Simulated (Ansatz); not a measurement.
Strain response of Se

These are results of DFT r2SCAN, scalar-relativistic, plane waves, PAW (Ansatz), not measurements. (500 eV cutoff, 9×9×6 k-mesh, Gaussian smearing of 0.02 eV, no spin polarisation)

Reference structure (relaxed):

```yaml
crystal:
  lattice:
    - [4.49689, 0.00000, 0.00000]
    - [-2.24844, 3.89442, 0.00000]
    - [0.00000, 0.00000, 4.99619]
  atoms:
    - { symbol: Se, position: [0.21741, 0.00000, 0.16667] }
    - { symbol: Se, position: [0.00000, 0.21741, 0.83333] }
    - { symbol: Se, position: [0.78259, 0.78259, 0.50000] }
```

Deformation: biaxial strain in the a-b plane, with the length and tilt of c and the atoms relaxed, all within the symmetry that the strain leaves. Energies are extrapolated to zero smearing. Stress is positive in compression, on the Cartesian axes of the cell above. Gaps are generalised Kohn–Sham gaps over the whole zone.

```csv
strain (%),ΔE (meV/atom),a (Å),b (Å),c (Å),σxx (GPa),σyy (GPa),σzz (GPa),gap (eV)
-2.0,1.3,4.407,4.407,5.032,0.34,0.34,0.00,1.18
+0.0,0.0,4.497,4.497,4.996,0.03,0.03,-0.02,1.31
+2.0,0.7,4.587,4.587,4.965,-0.23,-0.23,-0.01,1.44
```